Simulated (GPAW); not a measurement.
Here is a GPAW 26.7.0 calculation.

The input run.py:

```python
import spglib
from ase import Atoms
from ase.dft.bandgap import bandgap
from ase.io import read, write
from ase.units import GPa
from gpaw import GPAW, PW, setup_paths

setup_paths.insert(0, '.')

atoms = read('Si.cif')
cell, positions, numbers = spglib.find_primitive(
    (atoms.cell[:], atoms.get_scaled_positions(), atoms.numbers), symprec=1e-4)
atoms = Atoms(numbers, cell=cell, scaled_positions=positions, pbc=True)

calc = GPAW(mode=PW(450),
            xc='BLYP',
            kpts={'size': (7, 7, 7), 'gamma': True},
            occupations={'name': 'fermi-dirac', 'width': 0.01},
            nbands=11,
            convergence={'density': 1e-05, 'energy': 1e-05},
            maxiter=150,
            txt='gpaw.txt')
atoms.calc = calc
energy = atoms.get_potential_energy()
forces = atoms.get_forces()
stress = atoms.get_stress()
calc.write('gs.gpw')
write('result.traj', atoms)
print(f'Energy: {energy:.6f} eV')
print('Forces (eV/A):')
print(forces.round(4))
print('Stress (GPa):', (stress / GPa).round(3))
print('Fermi level:', round(calc.get_fermi_level(), 4), 'eV')
print(f'Gap: {bandgap(calc)[0]:.4f} eV, direct: {bandgap(calc, direct=True)[0]:.4f} eV')
```

File Si.cif:

```cif
data_Si
_cell_length_a 5.29448410
_cell_length_b 5.29448410
_cell_length_c 5.29448410
_cell_angle_alpha 90.00000000
_cell_angle_beta 90.00000000
_cell_angle_gamma 90.00000000
_space_group_name_H-M_alt 'Fd-3m'
_space_group_name_Hall 'F 4d 2 3 -1d'
_space_group_IT_number 227
loop_
_space_group_symop_operation_xyz
'x,y,z'
'-y+1/4,x+1/4,z+1/4'
'-x,-y+1/2,z+1/2'
'y+3/4,-x+1/4,z+3/4'
'x,-y,-z'
'-y+1/4,-x+3/4,-z+3/4'
'-x,y+1/2,-z+1/2'
'y+3/4,x+3/4,-z+1/4'
'z,x,y'
'z+1/4,-y+1/4,x+1/4'
'z+1/2,-x,-y+1/2'
'z+3/4,y+3/4,-x+1/4'
'-z,x,-y'
'-z+3/4,-y+1/4,-x+3/4'
'-z+1/2,-x,y+1/2'
'-z+1/4,y+3/4,x+3/4'
'y,z,x'
'x+1/4,z+1/4,-y+1/4'
'-y+1/2,z+1/2,-x'
'-x+1/4,z+3/4,y+3/4'
'-y,-z,x'
'-x+3/4,-z+3/4,-y+1/4'
'y+1/2,-z+1/2,-x'
'x+3/4,-z+1/4,y+3/4'
'-x+1/4,-y+1/4,-z+1/4'
'y,-x,-z'
'x+1/4,y+3/4,-z+3/4'
'-y+1/2,x,-z+1/2'
'-x+1/4,y+1/4,z+1/4'
'y,x+1/2,z+1/2'
'x+1/4,-y+3/4,z+3/4'
'-y+1/2,-x+1/2,z'
'-z+1/4,-x+1/4,-y+1/4'
'-z,y,-x'
'-z+3/4,x+1/4,y+3/4'
'-z+1/2,-y+1/2,x'
'z+1/4,-x+1/4,y+1/4'
'z+1/2,y,x+1/2'
'z+3/4,x+1/4,-y+3/4'
'z,-y+1/2,-x+1/2'
'-y+1/4,-z+1/4,-x+1/4'
'-x,-z,y'
'y+3/4,-z+3/4,x+1/4'
'x,-z+1/2,-y+1/2'
'y+1/4,z+1/4,-x+1/4'
'x+1/2,z+1/2,y'
'-y+3/4,z+3/4,x+1/4'
'-x+1/2,z,-y+1/2'
'x,y+1/2,z+1/2'
[... 70 lines left out ...]
'x+1/4,-z+1/4,y+1/4'
'-x+3/4,-y+1/4,-z+3/4'
'y+1/2,-x,-z+1/2'
'x+3/4,y+3/4,-z+1/4'
'-y,x,-z'
'-x+3/4,y+1/4,z+3/4'
'y+1/2,x+1/2,z'
'x+3/4,-y+3/4,z+1/4'
'-y,-x+1/2,z+1/2'
'-z+3/4,-x+1/4,-y+3/4'
'-z+1/2,y,-x+1/2'
'-z+1/4,x+1/4,y+1/4'
'-z,-y+1/2,x+1/2'
'z+3/4,-x+1/4,y+3/4'
'z,y,x'
'z+1/4,x+1/4,-y+1/4'
'z+1/2,-y+1/2,-x'
'-y+3/4,-z+1/4,-x+3/4'
'-x+1/2,-z,y+1/2'
'y+1/4,-z+3/4,x+3/4'
'x+1/2,-z+1/2,-y'
'y+3/4,z+1/4,-x+3/4'
'x,z+1/2,y+1/2'
'-y+1/4,z+3/4,x+3/4'
'-x,z,-y'
'x+1/2,y+1/2,z'
'-y+3/4,x+3/4,z+1/4'
'-x+1/2,-y,z+1/2'
'y+1/4,-x+3/4,z+3/4'
'x+1/2,-y+1/2,-z'
'-y+3/4,-x+1/4,-z+3/4'
'-x+1/2,y,-z+1/2'
'y+1/4,x+1/4,-z+1/4'
'z+1/2,x+1/2,y'
'z+3/4,-y+3/4,x+1/4'
'z,-x+1/2,-y+1/2'
'z+1/4,y+1/4,-x+1/4'
'-z+1/2,x+1/2,-y'
'-z+1/4,-y+3/4,-x+3/4'
'-z,-x+1/2,y+1/2'
'-z+3/4,y+1/4,x+3/4'
'y+1/2,z+1/2,x'
'x+3/4,z+3/4,-y+1/4'
'-y,z,-x'
'-x+3/4,z+1/4,y+3/4'
'-y+1/2,-z+1/2,x'
'-x+1/4,-z+1/4,-y+1/4'
'y,-z,-x'
'x+1/4,-z+3/4,y+3/4'
'-x+3/4,-y+3/4,-z+1/4'
'y+1/2,-x+1/2,-z'
'x+3/4,y+1/4,-z+3/4'
'-y,x+1/2,-z+1/2'
'-x+3/4,y+3/4,z+1/4'
'y+1/2,x,z+1/2'
'x+3/4,-y+1/4,z+3/4'
'-y,-x,z'
'-z+3/4,-x+3/4,-y+1/4'
'-z+1/2,y+1/2,-x'
'-z+1/4,x+3/4,y+3/4'
'-z,-y,x'
'z+3/4,-x+3/4,y+1/4'
'z,y+1/2,x+1/2'
'z+1/4,x+3/4,-y+3/4'
'z+1/2,-y,-x+1/2'
'-y+3/4,-z+3/4,-x+1/4'
'-x+1/2,-z+1/2,y'
'y+1/4,-z+1/4,x+1/4'
'x+1/2,-z,-y+1/2'
'y+3/4,z+3/4,-x+1/4'
'x,z,y'
'-y+1/4,z+1/4,x+1/4'
'-x,z+1/2,-y+1/2'
loop_
_atom_site_label
_atom_site_type_symbol
_atom_site_symmetry_multiplicity
_atom_site_Wyckoff_symbol
_atom_site_fract_x
_atom_site_fract_y
_atom_site_fract_z
_atom_site_occupancy
Si1 Si 8 a 0.5000000000 0.0000000000 0.5000000000 1
```

Potentials or basis: PAW data sets generated in the run's folder for this functional, pw.

Run with:

```console
$ gpaw-setup -f BLYP Si
$ OMP_NUM_THREADS=1 python run.py
```

**Question.** What does it give for the pressure?

**Answer.** 14.1 GPa.

**Question.** What does it give for the band gap on the k mesh?

**Answer.** 0.66 eV, indirect (least direct gap 2.74 eV).

Caveat: the cutoff is short for stress and forces, so pressures can be off by a GPa or more; an odd mesh through Γ misses points on the zone boundary, where band edges often lie.
